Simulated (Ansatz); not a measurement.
Runs of Ansatz 0.2.0 on C. The structure is trigonal, space group R-3m (No. 166). The conventional cell has a = 2.466 Å, b = 2.466 Å, c = 24.848 Å, α = 90.00°, β = 90.00°, γ = 120.00°. C (site symmetry 3m) has 3 C at 1.42 Å as nearest neighbours. Around C (site symmetry 3m) lie 3 C at 1.42 Å. This isn't the form of C at room conditions, which is graphite.

```csv
task,level,potentials or basis,spin,cell,k mesh,cutoff (eV),smearing,points for each segment of the path,mesh quality,gap on the mesh (eV),pressure (GPa),largest force (eV/Å)
band structure,LDA,JTH PAW LDA,"collinear, ferrimagnetic start",as given,12 × 12 × 12,780,gaussian 0.02 eV,14,not flagged,0.19,(a),0.01
band structure,r2SCAN,Ansatz PAW,off,as given,12 × 12 × 12,500,fermi-dirac 0.05 eV,14,not flagged,0.20,-3.1,0.01
density of states,SVWN5,JTH PAW LDA,off,as given,12 × 12 × 12,780,fermi-dirac 0.1 eV,-,not flagged,0.19,-6.7,0.01
single point,PBEsol,Ansatz PAW,off,as given,12 × 12 × 12,420,gaussian 0.1 eV,-,not flagged,0.18,-2.1,-
single point,B3LYP5+D4,SSSP efficiency PAW,off,as given,6 × 6 × 6,612,fermi-dirac 0.05 eV,-,coarse,0.64,-,(c)
density of states,LDA,Ansatz PAW,off,"another cell of the same crystal, with 4 atoms",12 × 12 × 12,420,fermi-dirac 0.02 eV,-,not flagged,0.19,-6.1,0.01
single point,PBE0,Ansatz PAW,off,as given,8 × 8 × 8,420,fermi-dirac 0.05 eV,-,not flagged,2.68,-,0.02
band structure,HSE06,Ansatz PAW,off,as given,8 × 8 × 8,420,fermi-dirac 0.05 eV,4,not flagged,-,-,0.02
single point,PBEsol,Ansatz PAW,off,"another cell of the same crystal, with 4 atoms",12 × 12 × 12,420,gaussian 0.05 eV,-,not flagged,0.18,-2.1,-
single point,LDA,Ansatz PAW,off,"another cell of the same crystal, with 4 atoms",12 × 12 × 12,420,gaussian 0.02 eV,-,not flagged,0.19,-6.1,0.01
projected density of states,HSE06+D3(BJ)+ATM,SSSP efficiency PAW,off,as given,7 × 7 × 7,612,fixed,-,coarse,(b),-,0.01
```

**Question.** Fill in the values left out.

**Answer.** (a) -6.6; (b) 3.24; (c) 0.03.

Caveats: some runs use coarse meshes; the PAW data sets come from PBE, with cores solved anew for the run's functional, which leaves a small shift of forces and pressure (some runs); the k mesh misses the band edges, so the gap on the mesh is wider than the one along the path (some runs); the potentials were made for another functional, which shifts forces and pressure (some runs); odd divisions of the mesh miss points on the zone boundary, where band edges often lie, so the gap on the mesh can be too wide (some runs); the PAW data sets were made with another functional, which shifts forces and pressure a little (some runs).

Not every run made on this cell is shown here.
